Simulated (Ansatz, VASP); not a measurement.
## AlN in VASP and in Ansatz

```
Al N
1.0
     0.00000   -2.20157   -2.20157
    -2.20157    0.00000   -2.20157
     2.20157    2.20157   -4.40314
Al N
2 2
Direct
  0.99594 0.01809 0.00000
  0.50406 0.48191 0.50000
  0.37136 0.39121 0.87500
  0.87864 0.85879 0.37500
```

Change from the starting cell: mode 4 frozen in at -0.051 Å and mode 10 at +0.000 Å (largest displacements).

Alike in both runs: task single point; functional PBE; k mesh 6 × 6 × 6; occupations gaussian, width 0.05 eV; no spin polarisation.

```csv
,VASP,Ansatz
version,VASP 6.6.1,Ansatz 0.2.0
potentials or method,"VASP PAW PBE potentials, release 64 (Al, N)","scalar-relativistic, plane waves, PAW"
plane-wave cutoff (eV),520,520
valence electrons in the cell,16,16
```

|  | VASP | Ansatz | Ansatz less VASP |
| --- | --- | --- | --- |
| gap on the k mesh at the Fermi level (eV) | 3.29 | 3.29 | +0.007 |
| least direct gap on the mesh (eV) | 3.77 | 3.77 | +0.005 |
| pressure (GPa) | -0.3 | -0.1 | +0.25 |
| largest component of the traceless stress (GPa) | 0.21 | 0.21 | 0.000 |
| rms of the force components (eV/Å) | 0.117 | 0.117 | -0.0005 |

Atom by atom the forces differ by 0.001 eV/Å (rms over components).

A k mesh can miss the band edges.
